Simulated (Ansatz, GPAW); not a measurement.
# Cs: programs and potentials compared

```
CELL_PARAMETERS angstrom
0.00000 3.94834 3.94834
3.94834 0.00000 3.94834
3.94834 3.94834 0.00000
ATOMIC_POSITIONS crystal
Cs 0.00000 0.00000 0.00000
```

This isn't the form of Cs at room conditions, which is bcc.

Alike in all runs: task single point; functional PBEsol; k mesh 6 × 6 × 6; occupations gaussian, width 0.05 eV; no spin polarisation; no spin-orbit coupling. Pressure is positive in compression and, in plane waves, holds the error of the finite cutoff, which Ansatz's Pulay term estimates and takes out.

```json
{"program and potentials": "Ansatz, Ansatz PAW", "plane-wave cutoff (eV)": "420", "notes": "potentials made for PBE, which Ansatz adapts in part", "band gap (eV)": "no gap", "pressure (GPa)": "-0.18"}
{"program and potentials": "GPAW, PAW data sets generated for this functional", "plane-wave cutoff (eV)": "600", "notes": "-", "band gap (eV)": "no gap", "pressure (GPa)": "-0.18"}
{"program and potentials": "Ansatz, all-electron LAPW, scalar-relativistic", "plane-wave cutoff (eV)": "-", "notes": "-", "band gap (eV)": "no gap", "pressure (GPa)": "-0.18"}
```

None finds a gap. All agree on the pressure.

The functional is the same throughout but for its coding, so the spread measures potentials, basis and numerics; runs on potential files found faulty are left out.
